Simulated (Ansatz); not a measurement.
# Te2Pt (Moncheite) (P-3m1) in Ansatz: equation of state

Aim: energy against volume of Te2Pt (Moncheite) in PBE, for its equilibrium volume and stiffness.

Program: Ansatz 0.2.0. These are calculated values, not measurements. Logs are shortened: lines on timing, memory, paths and dates and some standing lists are left out, and cuts for length are marked.

### Step 1. The structure

It takes space group P-3m1 (No. 164, trigonal). Conventional cell: a = 4.010 Å, b = 4.010 Å, c = 5.201 Å, α = 90.00°, β = 90.00°, γ = 120.00°. Around Pt (site symmetry -3m) lie 6 Te at 2.66 Å. Te (site symmetry 3m) has 3 Pt at 2.66 Å as nearest neighbours.

### Step 2. Equation of state, PBE

Potentials or basis: all-electron LAPW, scalar-relativistic.

No new run: the results of the series are fitted here.

Results:

| Quantity | Value |
| --- | --- |
| Equilibrium volume | 26.09 Å³/atom (rough: see the caveat) |
| Bulk modulus at fixed shape and positions | 93 GPa (rough) |

Energy against volume, from the lowest point:
| volume (Å³/atom) | energy (meV/atom) |
| --- | --- |
| 22.694 | 164.81 |
| 23.177 | 115.49 |
| 23.660 | 76.21 |
| 24.143 | 45.92 |
| 24.626 | 23.67 |
| 25.108 | 8.61 |
| 25.591 | 0.00 |

Caveat: the minimum lies outside the volumes run; the cell was scaled at fixed shape and fractional positions, which overstates the stiffness of a crystal with free parameters, most of all of layers and chains.
